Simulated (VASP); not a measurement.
# Ce (Im-3m) in VASP: a series of runs

Runs on Ce. Level: PBE. Tasks: single point.

All numbers are computed with VASP 6.6.1; they aren't measurements. Logs are shortened: lines on timing, memory, paths and dates and some standing lists are left out, and cuts for length are marked.

### Step 1. The structure

Symmetry: Im-3m, No. 229, cubic system. The conventional cell has a = 3.887 Å, b = 3.887 Å, c = 3.887 Å, α = 90.00°, β = 90.00°, γ = 90.00°. Ce (site symmetry m-3m) is surrounded by 8 Ce at 3.37 Å.

This isn't the form of Ce at room conditions, which is fcc.

### Step 2. Single point, PBE, collinear spin, ferromagnetic start

INCAR reads:

```
PREC     = Accurate       # precision mode
ENCUT    = 550            # plane-wave cutoff, eV
EDIFF    = 1E-6           # SCF threshold, eV
ISMEAR   = 0              # smearing method
SIGMA    = 0.2            # smearing width, eV
LREAL    = F              # projectors in reciprocal space
LASPH    = T              # aspherical terms in the spheres
NELM     = 100            # most SCF steps
ALGO     = Normal         # electronic algorithm
ISIF     = 2              # what is computed and relaxed
LWAVE    = F              # write WAVECAR
LCHARG   = F              # write CHGCAR
ISPIN    = 2              # spin polarisation
MAGMOM   = 1              # initial moments
LORBIT   = 11             # projections on sites
LMAXMIX  = 6              # l up to which the mixer works
GGA      = PE             # functional
NBANDS   = 16             # bands
ADDGRID  = F
```

KPOINTS reads:

```
regular mesh
0
Gamma
  6 6 6
```

POSCAR reads:

```
Ce
1.0
   -1.9432985503      1.9432985503      1.9432985503
    1.9432985503     -1.9432985503      1.9432985503
    1.9432985503      1.9432985503     -1.9432985503
Ce
1
Direct
    0.0000000000      0.0000000000      0.0000000000
```

Potentials or basis: VASP PAW PBE potentials, release 64 (Ce).

Launch:

```console
$ cat potpaw_PBE.64/Ce/POTCAR > POTCAR
$ mpirun -np 1 vasp_std > vasp.out
```

OUTCAR:

```text
PREC = Accurate
   ENCUT = 550
   EDIFF = 1E-6
   ISMEAR = 0
   LREAL = F
   LASPH = T
   NELM = 100
   ISIF = 2
   ISPIN = 2
   LORBIT = 11
   GGA = PE

 Found     16 irreducible k-points:

 Following reciprocal coordinates:
            Coordinates               Weight
  0.000000  0.000000  0.000000      1.000000
  0.166667  0.000000  0.000000     12.000000
  0.333333  0.000000  0.000000     12.000000
  0.500000  0.000000  0.000000      6.000000
  0.166667  0.166667  0.000000     24.000000
  0.333333  0.166667  0.000000     48.000000
   k-points           NKPTS =     16   k-points in BZ     NKDIM =     16   number of bands    NBANDS=     16
   number of dos      NEDOS =    301   number of ions     NIONS =      1
   total plane-waves  NPLWV =  21952
   dimension x,y,z NGX =    28 NGY =   28 NGZ =   28
   dimension x,y,z NGXF=    56 NGYF=   56 NGZF=   56
   ions per type =               1
   NGX,Y,Z   is equivalent  to a cutoff of  13.83, 13.83, 13.83 a.u.
   NGXF,Y,Z  is equivalent  to a cutoff of  27.66, 27.66, 27.66 a.u.
 SYSTEM =  unknown system
   PREC   = accura    normal or accurate (medium, high low for compatibility)
   ISTART =      0    job   : 0-new  1-cont  2-samecut
   ICHARG =      2    charge: 1-file 2-atom 10-const
   ISPIN  =      2    spin polarized calculation?
   LNONCOLLINEAR =      F non collinear calculations
   LSORBIT =      F    spin-orbit coupling
   LASPH  =      T    aspherical Exc in radial PAW
   ENCUT  =  550.0 eV  40.42 Ry    6.36 a.u.   6.44  6.44  6.44*2*pi/ulx,y,z
   NELM   =    100;   NELMIN=  2; NELMDL= -5     # of ELM steps
   EDIFF  = 0.1E-05   stopping-criterion for ELM
   LREAL  =      F    real-space projection
   EDIFFG = 0.1E-04   stopping-criterion for IOM
   NSW    =      0    number of steps for IOM
   IBRION =     -1    ionic relax: 0-MD 1-quasi-New 2-CG
   NFREE  =      0    steps in history (QN), initial steepest desc. (CG)
   ISIF   =      2    stress and relaxation
   ISYM   =      2    0-nonsym 1-usesym 2-fastsym
   POTIM  = 0.5000    time-step for ionic-motion
   TEBEG  =    0.0;   TEEND  =   0.0 temperature during run
   PSTRESS=    0.0 pullay stress
   NELECT =      12.0000    total number of electrons
   NUPDOWN=      -1.0000    fix difference up-down
   EMIN   =  10.00;   EMAX   =-10.00  energy-range for DOS
   EFERMI =   0.00;   METHOD = LEGACY
   ISMEAR =     0;   SIGMA  =   0.20  broadening in eV -4-tet -1-fermi 0-gaus
   EFERMI_NEDOS =   21; number of points for ismear=-14 and -15
   IALGO  =     38    algorithm
   IMIX   =      4    mixing-type and parameters
     AMIX     =   0.40;   BMIX     =  1.00
     AMIX_MAG =   1.60;   BMIX_MAG =  1.00
  volume/ion in A,a.u.               =      29.35       198.10
  Fermi-wavevector in a.u.,A,eV,Ry     =   1.214998  2.296014 20.085209  1.476221
  Thomas-Fermi vector in A             =   2.350400
   LORBIT       =     11    0 simple, 1 ext, 2 COOP (PROOUT), +10 PAW based schemes
   GGA     = PE    functional components
   LHFCALC =     F    Hartree Fock is set to
   AEXX    =    0.0000 exact exchange contribution
   IVDW    =     0    specifies the selected vdW correction
   LEPSILON=     F    determine dielectric tensor
   LRPA    =     F    only Hartree local field effects (RPA)
 spin polarized calculation
 Gauss-broadening in eV      SIGMA  =   0.20
  energy-cutoff  :      550.00
  volume of cell :       29.35
 maximum number of plane-waves:       887
 NGX is ok and might be reduce to    28

 number of electron      12.0000000 magnetization       1.4599100

 Free energy of the ion-electron system (eV)
  ---------------------------------------------------
  ext. energy  EPLUGINS =         0.00000000
  ---------------------------------------------------
  free energy    TOTEN  =        -5.72213293 eV

  energy without entropy =       -5.62754775  energy(sigma->0) =       -5.67484034

 E-fermi :   8.3303     XC(G=0): -10.7633

 val. band max:        8.3284970302   @ k =   0.5000   0.0000   0.0000
 cond. band min:       8.3848812758   @ k =   0.1667   0.1667   0.0000
 fundamental gap:      0.0563842456
 Fermi energy:         8.3303166594

 spin component 1

 k-point     1 :       0.0000    0.0000    0.0000
  band No.  band energies     occupation
      1     -26.5455      1.00000
      2      -8.1078      1.00000
      3      -8.1078      1.00000
      4      -8.1078      1.00000
      5       4.8940      1.00000
      6       8.2512      0.71197
[... 8 lines left out ...]
     15       9.7223      0.00000
     16      12.6144      0.00000

 k-point     2 :       0.1667    0.0000    0.0000
  band No.  band energies     occupation
      1     -26.4514      1.00000
      2      -8.7343      1.00000
      3      -8.2902      1.00000
      4      -8.1177      1.00000
      5       5.8657      1.00000
      6       8.0441      0.97852
[... 8 lines left out ...]
     15      11.2038      0.00000
     16      12.1258      0.00000

 k-point     3 :       0.3333    0.0000    0.0000
  band No.  band energies     occupation
      1     -26.2555      1.00000
      2      -9.8247      1.00000
      3      -8.6314      1.00000
      4      -8.1386      1.00000
      5       6.2402      1.00000
      6       7.8294      0.99980
[... 8 lines left out ...]
     15      12.6842      0.00000
     16      13.2878      0.00000

 k-point     4 :       0.5000    0.0000    0.0000
  band No.  band energies     occupation
      1     -26.1533      1.00000
      2     -10.3145      1.00000
      3      -8.7915      1.00000
      4      -8.1496      1.00000
      5       5.9065      1.00000
      6       7.6271      1.00000
[... 8 lines left out ...]
     15      12.8370      0.00000
     16      13.7159      0.00000

 k-point     5 :       0.1667    0.1667    0.0000
  band No.  band energies     occupation
      1     -26.3057      1.00000
      2      -9.4743      1.00000
      3      -8.5492      1.00000
      4      -8.2563      1.00000
      5       6.8691      1.00000
      6       7.7511      0.99998
[... 8 lines left out ...]
     15      11.9871      0.00000
     16      13.4735      0.00000

 k-point     6 :       0.3333    0.1667    0.0000
  band No.  band energies     occupation
      1     -26.1541      1.00000
      2     -10.0597      1.00000
      3      -8.9741      1.00000
      4      -8.3169      1.00000
      5       6.6717      1.00000
      6       7.7853      0.99994
[... 8 lines left out ...]
     15      12.6849      0.00000
     16      13.9503      0.00000

 [... further k-points ...]

 spin component 2

 k-point     1 :       0.0000    0.0000    0.0000
  band No.  band energies     occupation
      1     -26.0240      1.00000
      2      -7.6203      1.00000
      3      -7.6203      1.00000
      4      -7.6203      1.00000
      5       5.5779      1.00000
      6       8.9246      0.00001
[... 8 lines left out ...]
     15      10.4117      0.00000
     16      12.9480      0.00000

 k-point     2 :       0.1667    0.0000    0.0000
  band No.  band energies     occupation
      1     -25.9309      1.00000
      2      -8.2337      1.00000
      3      -7.7977      1.00000
      4      -7.6315      1.00000
      5       6.5431      1.00000
      6       8.7044      0.00409
[... 8 lines left out ...]
     15      11.8522      0.00000
     16      12.5403      0.00000

 k-point     3 :       0.3333    0.0000    0.0000
  band No.  band energies     occupation
      1     -25.7371      1.00000
      2      -9.3052      1.00000
      3      -8.1299      1.00000
      4      -7.6550      1.00000
      5       6.8868      1.00000
      6       8.5245      0.08491
[... 8 lines left out ...]
     15      13.1906      0.00000
     16      13.6936      0.00000

 k-point     4 :       0.5000    0.0000    0.0000
  band No.  band energies     occupation
      1     -25.6360      1.00000
      2      -9.7877      1.00000
      3      -8.2862      1.00000
      4      -7.6673      1.00000
      5       6.5386      1.00000
      6       8.3285      0.50513
[... 8 lines left out ...]
     15      13.3263      0.00000
     16      14.1247      0.00000

 k-point     5 :       0.1667    0.1667    0.0000
  band No.  band energies     occupation
      1     -25.7867      1.00000
      2      -8.9600      1.00000
      3      -8.0516      1.00000
      4      -7.7677      1.00000
      5       7.5372      1.00000
      6       8.3849      0.34981
[... 8 lines left out ...]
     15      12.4741      0.00000
     16      13.8847      0.00000

 k-point     6 :       0.3333    0.1667    0.0000
  band No.  band energies     occupation
      1     -25.6369      1.00000
      2      -9.5363      1.00000
      3      -8.4671      1.00000
      4      -7.8287      1.00000
      5       7.3128      1.00000
      6       8.4356      0.22827
[... 8 lines left out ...]
     15      13.2000      0.00000
     16      14.4205      0.00000

 [... further k-points ...]

------------------------ aborting loop because EDIFF is reached ----------------------------------------

  FORCE on cell =-STRESS in cart. coord.  units (eV):
  Direction    XX          YY          ZZ          XY          YZ          ZX
  --------------------------------------------------------------------------------------
  -------------------------------------------------------------------------------------
  Total        0.0904709      0.0904709      0.0904709     -0.0000000      0.0000000     -0.0000000
  in kB        4.9378834      4.9378834      4.9378834     -0.0000000      0.0000000     -0.0000000
  external PRESSURE =       4.9378834 kB  Pullay stress =       0.0000000 kB

 VOLUME and BASIS-vectors are now :
 -----------------------------------------------------------------------------
  energy-cutoff  :      550.00
  volume of cell :       29.35
      direct lattice vectors                 reciprocal lattice vectors
    -1.943298550  1.943298550  1.943298550     0.000000000  0.257294485  0.257294485
     1.943298550 -1.943298550  1.943298550     0.257294485  0.000000000  0.257294485
     1.943298550  1.943298550 -1.943298550     0.257294485  0.257294485  0.000000000

 POSITION                                       TOTAL-FORCE (eV/Angst)
 -----------------------------------------------------------------------------------
      0.00000      0.00000      0.00000         0.000000      0.000000     -0.000000
 -----------------------------------------------------------------------------------
    total drift:                                0.000000     -0.000000     -0.000000

  FREE ENERGIE OF THE ION-ELECTRON SYSTEM (eV)
  ---------------------------------------------------
  free  energy   TOTEN  =        -5.7221329337 eV

  energy  without entropy=       -5.6275477502  energy(sigma->0) =       -5.67484034

 total charge

# of ion       s       p       d       f       tot
--------------------------------------------------
    1        2.093   5.585   1.126   1.017   9.821

 magnetization (x)

# of ion       s       p       d       f       tot
--------------------------------------------------
    1        0.012   0.016   0.305   0.745   1.078
```

Wall time 19 s (1 thread of Intel Xeon 6975P-C (Granite Rapids), shared host); peak memory 0.19 GiB.

These settings aren't checked as converged: the numbers below hold their error.

Results:

```
Free energy                                           : -5.7221 eV
Pressure                                              : 0.5 GPa
Band gap on the k mesh                                : none (metal or under the smearing width)
Net moment                                            : 1.46 μB per cell
Site moments                                          : Ce +1.08 μB
Valence electrons inside the program's atomic spheres : Ce 9.82
```

Caveat: the k mesh is coarse (spacing up to 0.38 Å⁻¹), so the values aren't converged; the magnetic or orbital state may not be the lowest; spin-orbit coupling is left out, which moves the levels of the heavy elements.

### Step 3. Single point, PBE, collinear spin, ferromagnetic start

This run uses another cell than the first one, of the same volume but with other edges.

INCAR is that of step 2.

KPOINTS is that of step 2.

POSCAR reads:

```
Ce
1.0
   -1.9824590000      1.9831840000      1.9962140000
    1.9307920000     -1.9490850000      1.9104480000
    1.9370660000      1.9036920000     -1.9621150000
Ce
1
Direct
   -0.0084250000     -0.0182580000     -0.0014360000
```

Potentials or basis: VASP PAW PBE potentials, release 64 (Ce).

Launch:

```console
$ cat potpaw_PBE.64/Ce/POTCAR > POTCAR
$ mpirun -np 1 vasp_std > vasp.out
```

OUTCAR:

```text
PREC = Accurate
   ENCUT = 550
   EDIFF = 1E-6
   ISMEAR = 0
   LREAL = F
   LASPH = T
   NELM = 100
   ISIF = 2
   ISPIN = 2
   LORBIT = 11
   GGA = PE

 Found    112 irreducible k-points:

 Following reciprocal coordinates:
            Coordinates               Weight
  0.000000  0.000000  0.000000      1.000000
  0.166667 -0.000000  0.000000      2.000000
  0.333333 -0.000000  0.000000      2.000000
  0.500000  0.000000 -0.000000      1.000000
  0.000000  0.166667  0.000000      2.000000
  0.166667  0.166667  0.000000      2.000000
   k-points           NKPTS =    112   k-points in BZ     NKDIM =    112   number of bands    NBANDS=     16
   number of dos      NEDOS =    301   number of ions     NIONS =      1
   total plane-waves  NPLWV =  21952
   dimension x,y,z NGX =    28 NGY =   28 NGZ =   28
   dimension x,y,z NGXF=    56 NGYF=   56 NGZF=   56
   ions per type =               1
   NGX,Y,Z   is equivalent  to a cutoff of  13.52, 13.92, 13.89 a.u.
   NGXF,Y,Z  is equivalent  to a cutoff of  27.05, 27.85, 27.79 a.u.
 SYSTEM =  unknown system
   PREC   = accura    normal or accurate (medium, high low for compatibility)
   ISTART =      0    job   : 0-new  1-cont  2-samecut
   ICHARG =      2    charge: 1-file 2-atom 10-const
[... 186 lines left out ...]
      2      -7.7128      1.00000
      3      -7.5992      1.00000
      4      -7.5759      1.00000
      5       5.5667      1.00000
      6       8.8991      0.00002
[... 91 lines left out ...]
      3      -8.0684      1.00000
      4      -7.7461      1.00000
      5       7.5297      1.00000
      6       8.3292      0.47748
[... 8 lines left out ...]
     15      12.4826      0.00000
     16      13.7700      0.00000

 [... further k-points ...]

------------------------ aborting loop because EDIFF is reached ----------------------------------------

  FORCE on cell =-STRESS in cart. coord.  units (eV):
  Direction    XX          YY          ZZ          XY          YZ          ZX
  --------------------------------------------------------------------------------------
  -------------------------------------------------------------------------------------
  Total        0.0195444      0.0793578      0.1398345      0.0584968     -0.0458197      0.0685645
  in kB        1.0667277      4.3313307      7.6321380      3.1927432     -2.5008301      3.7422351
  external PRESSURE =       4.3433988 kB  Pullay stress =       0.0000000 kB

 VOLUME and BASIS-vectors are now :
 -----------------------------------------------------------------------------
  energy-cutoff  :      550.00
  volume of cell :       29.35
      direct lattice vectors                 reciprocal lattice vectors
    -1.982459000  1.983184000  1.996214000     0.006384800  0.255123769  0.253830615
     1.930792000 -1.949085000  1.910448000     0.262015728  0.000784005  0.259431410
     1.937066000  1.903692000 -1.962115000     0.261612011  0.260320847  0.001187722

 POSITION                                       TOTAL-FORCE (eV/Angst)
 -----------------------------------------------------------------------------------
      1.86407      1.95394      1.89567         0.000000      0.000000      0.000000
 -----------------------------------------------------------------------------------
    total drift:                               -0.000000     -0.000000      0.000000

  FREE ENERGIE OF THE ION-ELECTRON SYSTEM (eV)
  ---------------------------------------------------
  free  energy   TOTEN  =        -5.7204401789 eV

  energy  without entropy=       -5.6247658000  energy(sigma->0) =       -5.67260299

 total charge

# of ion       s       p       d       f       tot
--------------------------------------------------
    1        2.092   5.585   1.128   1.016   9.821

 magnetization (x)

# of ion       s       p       d       f       tot
--------------------------------------------------
    1        0.012   0.015   0.296   0.737   1.060
```

stdout:

```text
POSCAR found type information on POSCAR Ce
 POSCAR found :  1 types and       1 ions
 scaLAPACK will be used
 LDA part: xc-table for (Slater+PW92), standard interpolation
 POSCAR, INCAR and KPOINTS ok, starting setup
 FFT: planning ... GRIDC
 FFT: planning ... GRID_SOFT
 FFT: planning ... GRID
 WAVECAR not read
 entering main loop
```

It took 78 s on 1 thread of Intel Xeon 6975P-C (Granite Rapids), shared host; peak memory 0.26 GiB.

The run converged, but some of its settings lie outside the range that counts as converged, so its numbers aren't taken as properties of the crystal.

Results:

- Free energy: -5.7204 eV
- Pressure: 0.4 GPa
- Band gap on the k mesh: none (metal or under the smearing width)
- Net moment: 1.43 μB per cell
- Site moments: Ce +1.06 μB
- Valence electrons inside the program's atomic spheres: Ce 9.82

Caveat: the k mesh is coarse (spacing up to 0.39 Å⁻¹), so the values aren't converged; the magnetic or orbital state may not be the lowest; spin-orbit coupling is left out, which moves the levels of the heavy elements.

(Part 1 of 2 ends here.)
